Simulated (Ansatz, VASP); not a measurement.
**GaP in VASP and in Ansatz**

Contents of INCAR:

```
SYSTEM = GaP
  ALGO = Normal
  EDIFF = 1E-7
  ENCUT = 520
  GGA = PS
  ISIF = 2
  ISMEAR = 0
  LASPH = .True.
  LCHARG = .True.
  LELF = .True.
  LREAL = .False.
  LVHAR = .True.
  LWAVE = .False.
  NBANDS = 16
  NELM = 100
  PREC = Accurate
  SIGMA = 0.05
```

KPOINTS

```
k-points
0
Gamma
  10 10 10
  0 0 0
```

The input POSCAR:

```
GaP
1.0
    0.0000000000      2.6449719721      2.8656251052
    2.8656251052      0.0000000000      2.8656251052
    2.8656251052      2.6449719721      0.0000000000
Ga P
1 1
Direct
    0.0000000000      0.0000000000      0.0000000000
    0.7500000000      0.7500000000      0.7500000000
```

Input for Ansatz:

```yaml
crystal:
  lattice:
    - [0.0, 2.6449719721, 2.8656251052]
    - [2.8656251052, 0.0, 2.8656251052]
    - [2.8656251052, 2.6449719721, 0.0]
  atoms:
    - { symbol: Ga, position: [0.0, 0.0, 0.0] }
    - { symbol: P, position: [0.75, 0.75, 0.75] }
basis:
  ecutwfc: 420
kpoints:
  mp_grid: { grid: [10, 10, 10] }
hamiltonian:
  xc: pbesol
  pseudopotentials: { kind: paw, azcp: { folder: soft_1 } }
scf:
  occupations: { method: gaussian, width: 0.05 }
output:
  forces: true
  stress: true
  eigenvalues: true
```

Alike in both runs: task single point; functional PBEsol; k mesh 10 × 10 × 10; occupations gaussian, width 0.05 eV; no spin polarisation.

|  | VASP | Ansatz |
| --- | --- | --- |
| version | VASP 6.6.1 | Ansatz 0.2.0 |
| potentials or method | VASP PAW PBE potentials, release 64 (Ga_d, P) | scalar-relativistic, plane waves, PAW |
| plane-wave cutoff (eV) | 520 | 420 |
| valence electrons in the cell | 18 | 18 |

Ansatz gave:

| Quantity | Value |
| --- | --- |
| gap on the k mesh at the Fermi level (eV) | 0.88 |
| least direct gap on the mesh (eV) | 0.89 |
| pressure (GPa) | -5.6 |
| largest component of the traceless stress (GPa) | 3.38 |

**Question.** Estimate VASP's values.

**Answer.** gap on the k mesh at the Fermi level (eV): 0.88; least direct gap on the mesh (eV): 0.89; pressure (GPa): -5.6; largest component of the traceless stress (GPa): 3.39.

With one functional, cell and mesh, what is left measures potentials, basis and numerics. Ansatz warned: «pseudo_functional_mismatch».

Caveats: the PAW data sets were made with another functional, which shifts forces and pressure a little (VASP). A k mesh can miss the band edges.
